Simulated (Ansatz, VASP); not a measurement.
# Si3H2C2 in VASP and in Ansatz

```
CELL_PARAMETERS angstrom
6.12231 0.00000 0.00000
0.00000 6.12231 0.00000
0.00000 0.00000 18.03361
ATOMIC_POSITIONS crystal
Si 0.25000 0.25000 0.26919
Si 0.25000 0.75000 0.26919
Si 0.75000 0.25000 0.26919
Si 0.75000 0.75000 0.26919
Si 0.50059 0.50999 0.39116
Si 0.50059 0.99001 0.39116
Si 0.99941 0.50999 0.39116
Si 0.99941 0.99001 0.39116
Si 0.75000 0.75000 0.51160
Si 0.75000 0.25000 0.51271
Si 0.25000 0.75000 0.54533
Si 0.25000 0.25000 0.48877
C 0.75000 0.50000 0.32921
C 0.75000 0.00000 0.32921
C 0.25000 0.50000 0.32921
C 0.25000 0.00000 0.32921
C 0.00498 0.75000 0.45351
C 0.98852 0.25000 0.44242
C 0.49502 0.75000 0.45351
C 0.51148 0.25000 0.44242
H 0.10182 0.25000 0.20436
H 0.39813 0.25000 0.20436
H 0.39813 0.75000 0.20436
H 0.10182 0.75000 0.20436
H 0.60187 0.25000 0.20436
H 0.89818 0.25000 0.20436
H 0.89818 0.75000 0.20436
H 0.60187 0.75000 0.20436
```

Alike in both runs: functional LDA; k mesh 4 × 4 × 1; occupations gaussian, width 0.05 eV; no spin polarisation.

Ansatz relaxed the structure, and its values are those at the end. VASP's run is a single point on that final structure, the one shown.

```csv
,VASP,Ansatz
version,VASP 6.6.1,Ansatz 0.2.0
potentials or method,"VASP PAW LDA potentials, release 64 (Si, C, H)","scalar-relativistic, plane waves, PAW"
plane-wave cutoff (eV),520,420
valence electrons in the cell,88,88
```

|  | VASP | Ansatz | Ansatz less VASP |
| --- | --- | --- | --- |
| gap on the k mesh at the Fermi level (eV) | none | none | - |
| rms of the force components (eV/Å) | 0.630 | 0.630 | -0.0001 |
| work function, face that differs most (eV) | 5.28 | 5.45 | +0.176 |

A gap of «none» marks a metal or a gap that the smearing closes.
